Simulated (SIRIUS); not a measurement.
# Bi (R-3m) in SIRIUS: notebook, part 2 of 3

SIRIUS 7.12.0.

**3. Equation of state, PBEsol, 33.67 Å³/atom (volume scaled by 0.96)**

sirius.json

```json
{
  "control": {
    "processing_unit": "cpu",
    "std_evp_solver_name": "lapack",
    "gen_evp_solver_name": "lapack",
    "verbosity": 2,
    "print_forces": false,
    "ortho_rf": true,
    "use_second_variation": true,
    "rmt_max": 3.0,
    "num_bands_to_print": 24,
    "save_wf": true
  },
  "parameters": {
    "electronic_structure_method": "full_potential_lapwlo",
    "xc_functionals": ["XC_GGA_X_PBE_SOL", "XC_GGA_C_PBE_SOL"],
    "core_relativity": "dirac",
    "valence_relativity": "iora",
    "num_fv_states": 42,
    "smearing": "fermi_dirac",
    "smearing_width": 0.0018374661,
    "pw_cutoff": 20,
    "gk_cutoff": 3.4,
    "lmax_apw": 11,
    "lmax_rho": 8,
    "lmax_pot": 8,
    "num_mag_dims": 0,
    "auto_rmt": 0,
    "ngridk": [7, 7, 7],
    "shiftk": [0, 0, 0],
    "num_dft_iter": 80,
    "energy_tol": 1e-07,
    "density_tol": 1e-05,
    "use_symmetry": true
  },
  "settings": {"tol_ne": 1e-10},
  "iterative_solver": {"type": "exact"},
  "mixer": {"type": "anderson", "beta": 0.5, "max_history": 8},
  "unit_cell": {
    "lattice_vectors": [
      [4.2270421048, 2.4404838971, 7.3411650756],
      [-4.2270421048, 2.4404838971, 7.3411650756],
      [0.0, -4.8809677943, 7.3411650756]
    ],
    "atom_types": ["Bi"],
    "atom_files": {"Bi": "Bi.json"},
    "atoms": {"Bi": [[0.766, 0.766, 0.766], [0.234, 0.234, 0.234]]}
  }
}
```

Bi.json

```json
{
  "name": "bismuth",
  "symbol": "Bi",
  "number": 83,
  "mass": 208.9804,
  "rmin": 1e-06,
  "rmt": 2.65,
  "nrmt": 800,
  "rinf": 15.61,
  "core": "1s2s2p3s3p3d4s4p4d5s",
  "valence": [
    {"basis": [{"enu": -0.01, "dme": 0, "n": 0, "auto": 0}, {"enu": -0.01, "dme": 1, "n": 0, "auto": 0}]},
    {"l": 0, "n": 1, "basis": [{"enu": -0.0424, "dme": 0, "n": 0, "auto": 0}]},
    {"l": 1, "n": 2, "basis": [{"enu": 0.09, "dme": 0, "n": 0, "auto": 0}]},
    {"l": 2, "n": 3, "basis": [{"enu": 0.09, "dme": 0, "n": 0, "auto": 0}]},
    {"l": 3, "n": 4, "basis": [{"enu": 0.09, "dme": 0, "n": 0, "auto": 0}]},
    {"l": 4, "n": 5, "basis": [{"enu": 0.09, "dme": 0, "n": 0, "auto": 0}]}
  ],
  "lo": [
    {
      "l": 0,
      "basis": [{"enu": -0.0424, "dme": 0, "n": 0, "auto": 0}, {"enu": -0.0424, "dme": 1, "n": 0, "auto": 0}]
    },
    {
      "l": 0,
      "basis": [{"enu": -0.0424, "dme": 1, "n": 0, "auto": 0}, {"enu": -0.0424, "dme": 2, "n": 0, "auto": 0}]
    },
    {
      "l": 0,
      "basis": [{"enu": -0.0424, "dme": 0, "n": 0, "auto": 0}, {"enu": 1.6664, "dme": 0, "n": 0, "auto": 0}]
    },
    {"l": 1, "basis": [{"enu": 0.09, "dme": 0, "n": 0, "auto": 0}, {"enu": 0.09, "dme": 1, "n": 0, "auto": 0}]},
    {
      "l": 1,
      "basis": [{"enu": -3.2523, "dme": 0, "n": 5, "auto": 1}, {"enu": -3.2523, "dme": 1, "n": 5, "auto": 1}]
    },
    {
      "l": 1,
      "basis": [{"enu": -3.2523, "dme": 1, "n": 5, "auto": 1}, {"enu": 0.09, "dme": 0, "n": 0, "auto": 0}]
    },
    {"l": 1, "basis": [{"enu": 0.09, "dme": 0, "n": 0, "auto": 0}, {"enu": 2.7101, "dme": 0, "n": 0, "auto": 0}]},
    {"l": 2, "basis": [{"enu": 0.09, "dme": 0, "n": 0, "auto": 0}, {"enu": 0.09, "dme": 1, "n": 0, "auto": 0}]},
    {
      "l": 2,
      "basis": [{"enu": -0.7365, "dme": 0, "n": 5, "auto": 1}, {"enu": -0.7365, "dme": 1, "n": 5, "auto": 1}]
    },
    {
      "l": 2,
      "basis": [{"enu": -0.7365, "dme": 1, "n": 5, "auto": 1}, {"enu": 0.09, "dme": 0, "n": 0, "auto": 0}]
    },
    {"l": 2, "basis": [{"enu": 0.09, "dme": 0, "n": 0, "auto": 0}, {"enu": 3.0519, "dme": 0, "n": 0, "auto": 0}]},
    {"l": 3, "basis": [{"enu": 0.09, "dme": 0, "n": 0, "auto": 0}, {"enu": 0.09, "dme": 1, "n": 0, "auto": 0}]},
    {
      "l": 3,
      "basis": [{"enu": -5.3729, "dme": 0, "n": 4, "auto": 1}, {"enu": -5.3729, "dme": 1, "n": 4, "auto": 1}]
    },
    {
      "l": 3,
      "basis": [{"enu": -5.3729, "dme": 1, "n": 4, "auto": 1}, {"enu": 0.09, "dme": 0, "n": 0, "auto": 0}]
    },
    {"l": 3, "basis": [{"enu": 0.09, "dme": 0, "n": 0, "auto": 0}, {"enu": 3.3937, "dme": 0, "n": 0, "auto": 0}]},
    {"l": 4, "basis": [{"enu": 0.09, "dme": 0, "n": 0, "auto": 0}, {"enu": 0.09, "dme": 1, "n": 0, "auto": 0}]},
    {"l": 4, "basis": [{"enu": 0.09, "dme": 0, "n": 0, "auto": 0}, {"enu": 2.8241, "dme": 0, "n": 0, "auto": 0}]}
  ],
  "free_atom": [... radial grid and density of the free atom, the start of the SCF ...]
}
```

sirius_start.json

```json
{
  "control": {
    "processing_unit": "cpu",
    "std_evp_solver_name": "lapack",
    "gen_evp_solver_name": "lapack",
    "verbosity": 1,
    "print_forces": false,
    "ortho_rf": true,
    "use_second_variation": true,
    "rmt_max": 3.0,
    "num_bands_to_print": 24,
    "save_wf": false
  },
  "parameters": {
    "electronic_structure_method": "full_potential_lapwlo",
    "xc_functionals": ["XC_LDA_X", "XC_LDA_C_PW"],
    "core_relativity": "dirac",
    "valence_relativity": "iora",
    "num_fv_states": 42,
    "smearing": "fermi_dirac",
    "smearing_width": 0.0055123983,
    "pw_cutoff": 20,
    "gk_cutoff": 2.72,
    "lmax_apw": 11,
    "lmax_rho": 8,
    "lmax_pot": 8,
    "num_mag_dims": 0,
    "auto_rmt": 0,
    "ngridk": [3, 3, 3],
    "shiftk": [0, 0, 0],
    "num_dft_iter": 30,
    "energy_tol": 0.01,
    "density_tol": 0.05,
    "use_symmetry": true
  },
  "settings": {"tol_ne": 1e-10},
  "iterative_solver": {"type": "exact"},
  "mixer": {"type": "anderson", "beta": 0.5, "max_history": 8},
  "unit_cell": {
    "lattice_vectors": [
      [4.2270421048, 2.4404838971, 7.3411650756],
      [-4.2270421048, 2.4404838971, 7.3411650756],
      [0.0, -4.8809677943, 7.3411650756]
    ],
    "atom_types": ["Bi"],
    "atom_files": {"Bi": "Bi.json"},
    "atoms": {"Bi": [[0.766, 0.766, 0.766], [0.234, 0.234, 0.234]]}
  }
}
```

Potentials or basis: all-electron FP-LAPW, apw+lo standard.

Run with:

```sh
OMP_NUM_THREADS=1 sirius.scf --input=sirius_start.json --output=start.json
OMP_NUM_THREADS=1 sirius.scf --input=sirius.json --output=output.json --task=1
```

It took 3.4 min on 1 thread of Intel Xeon at 2.50GHz (Skylake/Cascade Lake), shared host; peak memory 0.65 GiB.

Results (log left out):

```
Free energy                                       : -1174192.1200 eV
Band gap on the k mesh                            : 0.28 eV, indirect (least direct gap 0.54 eV)
All electrons inside the program's atomic spheres : Bi 80.86 (radii Bi 2.65 bohr)
```

Caveat: spin-orbit coupling is left out, which as a rule narrows the gap of such compounds by several tenths of an eV; an odd mesh through Γ misses points on the zone boundary, where band edges often lie.

**4. Equation of state, PBEsol, 34.37 Å³/atom (volume scaled by 0.98)**

sirius.json, as its differences from that of step 3:

```diff
@@ -40,5 +40,5 @@
     "lattice_vectors": [
-      [4.2270421048, 2.4404838971, 7.3411650756],
-      [-4.2270421048, 2.4404838971, 7.3411650756],
-      [0.0, -4.8809677943, 7.3411650756]
+      [4.2561950405, 2.4573153524, 7.3917954001],
+      [-4.2561950405, 2.4573153524, 7.3917954001],
+      [0.0, -4.9146307048, 7.3917954001]
     ],
```

Bi.json

```json
{
  "name": "bismuth",
  "symbol": "Bi",
  "number": 83,
  "mass": 208.9804,
  "rmin": 1e-06,
  "rmt": 2.65,
  "nrmt": 800,
  "rinf": 15.61,
  "core": "1s2s2p3s3p3d4s4p4d5s",
  "valence": [
    {"basis": [{"enu": -0.02, "dme": 0, "n": 0, "auto": 0}, {"enu": -0.02, "dme": 1, "n": 0, "auto": 0}]},
    {"l": 0, "n": 1, "basis": [{"enu": -0.0524, "dme": 0, "n": 0, "auto": 0}]},
    {"l": 1, "n": 2, "basis": [{"enu": 0.08, "dme": 0, "n": 0, "auto": 0}]},
    {"l": 2, "n": 3, "basis": [{"enu": 0.08, "dme": 0, "n": 0, "auto": 0}]},
    {"l": 3, "n": 4, "basis": [{"enu": 0.08, "dme": 0, "n": 0, "auto": 0}]},
    {"l": 4, "n": 5, "basis": [{"enu": 0.08, "dme": 0, "n": 0, "auto": 0}]}
  ],
  "lo": [
    {
      "l": 0,
      "basis": [{"enu": -0.0524, "dme": 0, "n": 0, "auto": 0}, {"enu": -0.0524, "dme": 1, "n": 0, "auto": 0}]
    },
    {
      "l": 0,
      "basis": [{"enu": -0.0524, "dme": 1, "n": 0, "auto": 0}, {"enu": -0.0524, "dme": 2, "n": 0, "auto": 0}]
    },
    {
      "l": 0,
      "basis": [{"enu": -0.0524, "dme": 0, "n": 0, "auto": 0}, {"enu": 1.6564, "dme": 0, "n": 0, "auto": 0}]
    },
    {"l": 1, "basis": [{"enu": 0.08, "dme": 0, "n": 0, "auto": 0}, {"enu": 0.08, "dme": 1, "n": 0, "auto": 0}]},
    {
      "l": 1,
      "basis": [{"enu": -3.2623, "dme": 0, "n": 5, "auto": 1}, {"enu": -3.2623, "dme": 1, "n": 5, "auto": 1}]
    },
    {
      "l": 1,
      "basis": [{"enu": -3.2623, "dme": 1, "n": 5, "auto": 1}, {"enu": 0.08, "dme": 0, "n": 0, "auto": 0}]
    },
    {"l": 1, "basis": [{"enu": 0.08, "dme": 0, "n": 0, "auto": 0}, {"enu": 2.7001, "dme": 0, "n": 0, "auto": 0}]},
    {"l": 2, "basis": [{"enu": 0.08, "dme": 0, "n": 0, "auto": 0}, {"enu": 0.08, "dme": 1, "n": 0, "auto": 0}]},
    {
      "l": 2,
      "basis": [{"enu": -0.7465, "dme": 0, "n": 5, "auto": 1}, {"enu": -0.7465, "dme": 1, "n": 5, "auto": 1}]
    },
    {
      "l": 2,
      "basis": [{"enu": -0.7465, "dme": 1, "n": 5, "auto": 1}, {"enu": 0.08, "dme": 0, "n": 0, "auto": 0}]
    },
    {"l": 2, "basis": [{"enu": 0.08, "dme": 0, "n": 0, "auto": 0}, {"enu": 3.0419, "dme": 0, "n": 0, "auto": 0}]},
    {"l": 3, "basis": [{"enu": 0.08, "dme": 0, "n": 0, "auto": 0}, {"enu": 0.08, "dme": 1, "n": 0, "auto": 0}]},
    {
      "l": 3,
      "basis": [{"enu": -5.3829, "dme": 0, "n": 4, "auto": 1}, {"enu": -5.3829, "dme": 1, "n": 4, "auto": 1}]
    },
    {
      "l": 3,
      "basis": [{"enu": -5.3829, "dme": 1, "n": 4, "auto": 1}, {"enu": 0.08, "dme": 0, "n": 0, "auto": 0}]
    },
    {"l": 3, "basis": [{"enu": 0.08, "dme": 0, "n": 0, "auto": 0}, {"enu": 3.3837, "dme": 0, "n": 0, "auto": 0}]},
    {"l": 4, "basis": [{"enu": 0.08, "dme": 0, "n": 0, "auto": 0}, {"enu": 0.08, "dme": 1, "n": 0, "auto": 0}]},
    {"l": 4, "basis": [{"enu": 0.08, "dme": 0, "n": 0, "auto": 0}, {"enu": 2.8141, "dme": 0, "n": 0, "auto": 0}]}
  ],
  "free_atom": [... radial grid and density of the free atom, the start of the SCF ...]
}
```

sirius_start.json, as its differences from that of step 3:

```diff
@@ -40,5 +40,5 @@
     "lattice_vectors": [
-      [4.2270421048, 2.4404838971, 7.3411650756],
-      [-4.2270421048, 2.4404838971, 7.3411650756],
-      [0.0, -4.8809677943, 7.3411650756]
+      [4.2561950405, 2.4573153524, 7.3917954001],
+      [-4.2561950405, 2.4573153524, 7.3917954001],
+      [0.0, -4.9146307048, 7.3917954001]
     ],
```

Run with:

```sh
OMP_NUM_THREADS=1 sirius.scf --input=sirius_start.json --output=start.json
OMP_NUM_THREADS=1 sirius.scf --input=sirius.json --output=output.json --task=1
```

Wall time 3.4 min (1 thread of Intel Xeon at 2.50GHz (Skylake/Cascade Lake), shared host); peak memory 0.66 GiB.

Results (log left out):

| Property | Result |
| --- | --- |
| Free energy | -1174192.1309 eV |
| Band gap on the k mesh | 0.27 eV, indirect (least direct gap 0.53 eV) |
| All electrons inside the program's atomic spheres | Bi 80.85 (radii Bi 2.65 bohr) |

Caveat: spin-orbit coupling is left out, which as a rule narrows the gap of such compounds by several tenths of an eV; an odd mesh through Γ misses points on the zone boundary, where band edges often lie.

**5. Equation of state, PBEsol, 35.07 Å³/atom**

sirius.json, as its differences from that of step 4:

```diff
@@ -40,5 +40,5 @@
     "lattice_vectors": [
-      [4.2561950405, 2.4573153524, 7.3917954001],
-      [-4.2561950405, 2.4573153524, 7.3917954001],
-      [0.0, -4.9146307048, 7.3917954001]
+      [4.2849539876, 2.4739193382, 7.4417414788],
+      [-4.2849539876, 2.4739193382, 7.4417414788],
+      [0.0, -4.9478386764, 7.4417414788]
     ],
```

Bi.json is that of step 4.

sirius_start.json, as its differences from that of step 4:

```diff
@@ -40,5 +40,5 @@
     "lattice_vectors": [
-      [4.2561950405, 2.4573153524, 7.3917954001],
-      [-4.2561950405, 2.4573153524, 7.3917954001],
-      [0.0, -4.9146307048, 7.3917954001]
+      [4.2849539876, 2.4739193382, 7.4417414788],
+      [-4.2849539876, 2.4739193382, 7.4417414788],
+      [0.0, -4.9478386764, 7.4417414788]
     ],
```

Run with:

```sh
OMP_NUM_THREADS=1 sirius.scf --input=sirius_start.json --output=start.json
OMP_NUM_THREADS=1 sirius.scf --input=sirius.json --output=output.json --task=1
```

It took 3.3 min on 1 thread of Intel Xeon at 2.50GHz (Skylake/Cascade Lake), shared host; peak memory 0.67 GiB.

It converged, with:

```
Free energy                                       : -1174192.1323 eV
Band gap on the k mesh                            : 0.26 eV, indirect (least direct gap 0.52 eV)
All electrons inside the program's atomic spheres : Bi 80.83 (radii Bi 2.65 bohr)
```

Caveat: spin-orbit coupling is left out, which as a rule narrows the gap of such compounds by several tenths of an eV; an odd mesh through Γ misses points on the zone boundary, where band edges often lie.

**6. Equation of state, PBEsol, 35.77 Å³/atom (volume scaled by 1.02)**

sirius.json, as its differences from that of step 5:

```diff
@@ -40,5 +40,5 @@
     "lattice_vectors": [
-      [4.2849539876, 2.4739193382, 7.4417414788],
-      [-4.2849539876, 2.4739193382, 7.4417414788],
-      [0.0, -4.9478386764, 7.4417414788]
+      [4.3133319933, 2.4903033875, 7.4910259711],
+      [-4.3133319933, 2.4903033875, 7.4910259711],
+      [0.0, -4.980606775, 7.4910259711]
     ],
```

Bi.json

```json
{
  "name": "bismuth",
  "symbol": "Bi",
  "number": 83,
  "mass": 208.9804,
  "rmin": 1e-06,
  "rmt": 2.65,
  "nrmt": 800,
  "rinf": 15.61,
  "core": "1s2s2p3s3p3d4s4p4d5s",
  "valence": [
    {"basis": [{"enu": -0.03, "dme": 0, "n": 0, "auto": 0}, {"enu": -0.03, "dme": 1, "n": 0, "auto": 0}]},
    {"l": 0, "n": 1, "basis": [{"enu": -0.0624, "dme": 0, "n": 0, "auto": 0}]},
    {"l": 1, "n": 2, "basis": [{"enu": 0.07, "dme": 0, "n": 0, "auto": 0}]},
    {"l": 2, "n": 3, "basis": [{"enu": 0.07, "dme": 0, "n": 0, "auto": 0}]},
    {"l": 3, "n": 4, "basis": [{"enu": 0.07, "dme": 0, "n": 0, "auto": 0}]},
    {"l": 4, "n": 5, "basis": [{"enu": 0.07, "dme": 0, "n": 0, "auto": 0}]}
  ],
  "lo": [
    {
      "l": 0,
      "basis": [{"enu": -0.0624, "dme": 0, "n": 0, "auto": 0}, {"enu": -0.0624, "dme": 1, "n": 0, "auto": 0}]
    },
    {
      "l": 0,
      "basis": [{"enu": -0.0624, "dme": 1, "n": 0, "auto": 0}, {"enu": -0.0624, "dme": 2, "n": 0, "auto": 0}]
    },
    {
      "l": 0,
      "basis": [{"enu": -0.0624, "dme": 0, "n": 0, "auto": 0}, {"enu": 1.6464, "dme": 0, "n": 0, "auto": 0}]
    },
    {"l": 1, "basis": [{"enu": 0.07, "dme": 0, "n": 0, "auto": 0}, {"enu": 0.07, "dme": 1, "n": 0, "auto": 0}]},
    {
      "l": 1,
      "basis": [{"enu": -3.2723, "dme": 0, "n": 5, "auto": 1}, {"enu": -3.2723, "dme": 1, "n": 5, "auto": 1}]
    },
    {
      "l": 1,
      "basis": [{"enu": -3.2723, "dme": 1, "n": 5, "auto": 1}, {"enu": 0.07, "dme": 0, "n": 0, "auto": 0}]
    },
    {"l": 1, "basis": [{"enu": 0.07, "dme": 0, "n": 0, "auto": 0}, {"enu": 2.6901, "dme": 0, "n": 0, "auto": 0}]},
    {"l": 2, "basis": [{"enu": 0.07, "dme": 0, "n": 0, "auto": 0}, {"enu": 0.07, "dme": 1, "n": 0, "auto": 0}]},
    {
      "l": 2,
      "basis": [{"enu": -0.7565, "dme": 0, "n": 5, "auto": 1}, {"enu": -0.7565, "dme": 1, "n": 5, "auto": 1}]
    },
    {
      "l": 2,
      "basis": [{"enu": -0.7565, "dme": 1, "n": 5, "auto": 1}, {"enu": 0.07, "dme": 0, "n": 0, "auto": 0}]
    },
    {"l": 2, "basis": [{"enu": 0.07, "dme": 0, "n": 0, "auto": 0}, {"enu": 3.0319, "dme": 0, "n": 0, "auto": 0}]},
    {"l": 3, "basis": [{"enu": 0.07, "dme": 0, "n": 0, "auto": 0}, {"enu": 0.07, "dme": 1, "n": 0, "auto": 0}]},
    {
      "l": 3,
      "basis": [{"enu": -5.3929, "dme": 0, "n": 4, "auto": 1}, {"enu": -5.3929, "dme": 1, "n": 4, "auto": 1}]
    },
    {
      "l": 3,
      "basis": [{"enu": -5.3929, "dme": 1, "n": 4, "auto": 1}, {"enu": 0.07, "dme": 0, "n": 0, "auto": 0}]
    },
    {"l": 3, "basis": [{"enu": 0.07, "dme": 0, "n": 0, "auto": 0}, {"enu": 3.3737, "dme": 0, "n": 0, "auto": 0}]},
    {"l": 4, "basis": [{"enu": 0.07, "dme": 0, "n": 0, "auto": 0}, {"enu": 0.07, "dme": 1, "n": 0, "auto": 0}]},
    {"l": 4, "basis": [{"enu": 0.07, "dme": 0, "n": 0, "auto": 0}, {"enu": 2.8041, "dme": 0, "n": 0, "auto": 0}]}
  ],
  "free_atom": [... radial grid and density of the free atom, the start of the SCF ...]
}
```

sirius_start.json, as its differences from that of step 5:

```diff
@@ -40,5 +40,5 @@
     "lattice_vectors": [
-      [4.2849539876, 2.4739193382, 7.4417414788],
-      [-4.2849539876, 2.4739193382, 7.4417414788],
-      [0.0, -4.9478386764, 7.4417414788]
+      [4.3133319933, 2.4903033875, 7.4910259711],
+      [-4.3133319933, 2.4903033875, 7.4910259711],
+      [0.0, -4.980606775, 7.4910259711]
     ],
```

Potentials or basis: all-electron FP-LAPW, apw+lo standard.

Run with:

```sh
OMP_NUM_THREADS=1 sirius.scf --input=sirius_start.json --output=start.json
OMP_NUM_THREADS=1 sirius.scf --input=sirius.json --output=output.json --task=1
```

Wall time 3.6 min (1 thread of Intel Xeon at 2.50GHz (Skylake/Cascade Lake), shared host); peak memory 0.67 GiB.

Results (log left out):

| Quantity | Value |
| --- | --- |
| Free energy | -1174192.1254 eV |
| Band gap on the k mesh | 0.25 eV, indirect (least direct gap 0.51 eV) |
| All electrons inside the program's atomic spheres | Bi 80.82 (radii Bi 2.65 bohr) |

Caveat: spin-orbit coupling is left out, which as a rule narrows the gap of such compounds by several tenths of an eV; an odd mesh through Γ misses points on the zone boundary, where band edges often lie.

[end of part 2 of 3]
